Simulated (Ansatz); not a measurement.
## CsH: the gap against volume

CsH, Fm-3m, a = 6.376 Å. Ansatz: r2SCAN, PAW, 500 eV, Γ-centred 6×6×6 mesh on 2 atoms, Gaussian smearing 0.02 eV; no spin polarisation. Symmetry fixes shape and atoms, so the cell is only scaled; x = ln(V/V0) with V0 = 32.401 Å³/atom. The gap is read at the mesh points alone.

```
      x gap y (eV)
-0.0619       2.606
-0.0305       2.646
 0.0000       2.681
 0.0296           ?
 0.0583       2.738
```

Problem. Fit a straight line to the other rows, give the volume deformation potential of the gap and its pressure coefficient, and predict the missing gap. B0 = 9.7 GPa.

Solution. Means x = -0.008525, y = 2.6677; Σ(Δx)² = 0.007870, ΣΔxΔy = 0.008581; the slope is their ratio. y = 2.6770 + 1.0904 x. The slope is the deformation potential a = dE_g/d ln V = 1.09 eV, and dE_g/dP = −a/B0 = -112 meV/GPa. At x = 0.0296 the fit asked for gives 2.709 eV. The run gave 2.711 eV, so the fit is 0.002 eV too low, within the rms miss on the fitted rows (0.003 eV).

Spin-orbit coupling is left out, which matters for the bands of heavy elements. Semilocal functionals give gaps under the measured ones; changes of the gap mostly carry over better.